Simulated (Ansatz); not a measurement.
Consider the hydrogen abstraction from the O–H bond: H₂O + `F[C](F)F`• → `[OH]`• + `FC(F)F`.

Gas-phase electronic energies from Ansatz, PBE0-D4/def2-TZVP geometries. CBS: MP2 limit from def2 TZ/QZ plus the TZ coupled-cluster correction, frozen cores. This one scheme is used for every species. DFT in def2-TZVPP. B3LYP here is the variant with VWN-RPA as its local correlation; programs differ in this. HSE06 is defined as in plane-wave codes. Open shells (•) are unrestricted, without spin–orbit coupling.

```json
{"level": "LDA (SPW92)", "ΔE (kJ/mol)": "97.7", "difference from CCSD(T)/CBS": "47.0"}
{"level": "PBE-D4", "ΔE (kJ/mol)": "69.6", "difference from CCSD(T)/CBS": "18.9"}
{"level": "revPBE-D4", "ΔE (kJ/mol)": "61.4", "difference from CCSD(T)/CBS": "10.7"}
{"level": "BLYP-D4", "ΔE (kJ/mol)": "60.4", "difference from CCSD(T)/CBS": "9.7"}
{"level": "r2SCAN-D4", "ΔE (kJ/mol)": "58.2", "difference from CCSD(T)/CBS": "7.5"}
{"level": "B97M-V", "ΔE (kJ/mol)": "40.3", "difference from CCSD(T)/CBS": "-10.4"}
{"level": "PBE0-D4", "ΔE (kJ/mol)": "53.1", "difference from CCSD(T)/CBS": "2.4"}
{"level": "B3LYP-D4", "ΔE (kJ/mol)": "49.7", "difference from CCSD(T)/CBS": "-1.0"}
{"level": "r2SCANh-D4", "ΔE (kJ/mol)": "53.9", "difference from CCSD(T)/CBS": "3.2"}
{"level": "HSE06-D4", "ΔE (kJ/mol)": "53.6", "difference from CCSD(T)/CBS": "2.9"}
{"level": "BHLYP-D4", "ΔE (kJ/mol)": "28.5", "difference from CCSD(T)/CBS": "-22.2"}
{"level": "CAM-B3LYP-D4", "ΔE (kJ/mol)": "50.2", "difference from CCSD(T)/CBS": "-0.5"}
{"level": "ωB97X-V", "ΔE (kJ/mol)": "45.4", "difference from CCSD(T)/CBS": "-5.3"}
{"level": "ωB97M-V", "ΔE (kJ/mol)": "44.3", "difference from CCSD(T)/CBS": "-6.4"}
{"level": "B2PLYP", "ΔE (kJ/mol)": "50.5", "difference from CCSD(T)/CBS": "-0.2"}
{"level": "PBE-QIDH", "ΔE (kJ/mol)": "48.8", "difference from CCSD(T)/CBS": "-1.9"}
{"level": "PBE", "ΔE (kJ/mol)": "70.3", "difference from CCSD(T)/CBS": "19.6"}
{"level": "revPBE", "ΔE (kJ/mol)": "64.1", "difference from CCSD(T)/CBS": "13.4"}
{"level": "BLYP", "ΔE (kJ/mol)": "61.9", "difference from CCSD(T)/CBS": "11.2"}
{"level": "r2SCAN", "ΔE (kJ/mol)": "58.3", "difference from CCSD(T)/CBS": "7.6"}
{"level": "PBE0", "ΔE (kJ/mol)": "53.6", "difference from CCSD(T)/CBS": "2.9"}
{"level": "B3LYP", "ΔE (kJ/mol)": "50.6", "difference from CCSD(T)/CBS": "-0.1"}
{"level": "r2SCAN0", "ΔE (kJ/mol)": "47.7", "difference from CCSD(T)/CBS": "-3.0"}
{"level": "HSE06", "ΔE (kJ/mol)": "54.0", "difference from CCSD(T)/CBS": "3.3"}
{"level": "BHLYP", "ΔE (kJ/mol)": "29.1", "difference from CCSD(T)/CBS": "-21.6"}
{"level": "CAM-B3LYP", "ΔE (kJ/mol)": "50.7", "difference from CCSD(T)/CBS": "0.0"}
{"level": "LC-ωPBE", "ΔE (kJ/mol)": "57.4", "difference from CCSD(T)/CBS": "6.7"}
{"level": "RPA@PBE/def2-TZVPP", "ΔE (kJ/mol)": "26.1", "difference from CCSD(T)/CBS": "-24.6"}
{"level": "HF/def2-SVP", "ΔE (kJ/mol)": "-17.1", "difference from CCSD(T)/CBS": "-67.8"}
{"level": "CCSD/def2-SVP", "ΔE (kJ/mol)": "27.0", "difference from CCSD(T)/CBS": "-23.7"}
{"level": "CCSD(T)/def2-SVP", "ΔE (kJ/mol)": "29.9", "difference from CCSD(T)/CBS": "-20.8"}
{"level": "MP2/def2-TZVPP", "ΔE (kJ/mol)": "62.3", "difference from CCSD(T)/CBS": "11.6"}
{"level": "SCS-MP2/def2-TZVPP", "ΔE (kJ/mol)": "46.0", "difference from CCSD(T)/CBS": "-4.7"}
{"level": "CCSD/def2-TZVPP", "ΔE (kJ/mol)": "37.1", "difference from CCSD(T)/CBS": "-13.6"}
{"level": "CCSD(T)/def2-TZVPP", "ΔE (kJ/mol)": "42.4", "difference from CCSD(T)/CBS": "-8.3"}
{"level": "HF/def2-QZVPP", "ΔE (kJ/mol)": "-5.8", "difference from CCSD(T)/CBS": "-56.5"}
{"level": "MP2/def2-QZVPP", "ΔE (kJ/mol)": "67.6", "difference from CCSD(T)/CBS": "16.9"}
{"level": "SCS-MP2/def2-QZVPP", "ΔE (kJ/mol)": "51.0", "difference from CCSD(T)/CBS": "0.3"}
{"level": "HF/CBS(def2)", "ΔE (kJ/mol)": "-5.5", "difference from CCSD(T)/CBS": "-56.2"}
{"level": "CCSD/CBS(def2)", "ΔE (kJ/mol)": "45.4", "difference from CCSD(T)/CBS": "-5.3"}
{"level": "CCSD(T)/CBS", "ΔE (kJ/mol)": "50.7", "difference from CCSD(T)/CBS": "0"}
```

Largest T1 diagnostic among the species: 0.014.

From BLYP to BHLYP (50 % exact exchange), in def2-TZVPP and without D4, ΔE moves by −32.8 kJ/mol. Leaving LDA and LC-ωPBE aside and taking each functional with its dispersion term where it has one, the values spread over 41.2 kJ/mol, from BHLYP-D4 to PBE-D4. LDA lies +27.5 kJ/mol from PBE without D4.

CCSD(T)/CBS has its own doubt, a few kJ/mol and more with outer-core shells, so smaller differences from it don't rank the levels.
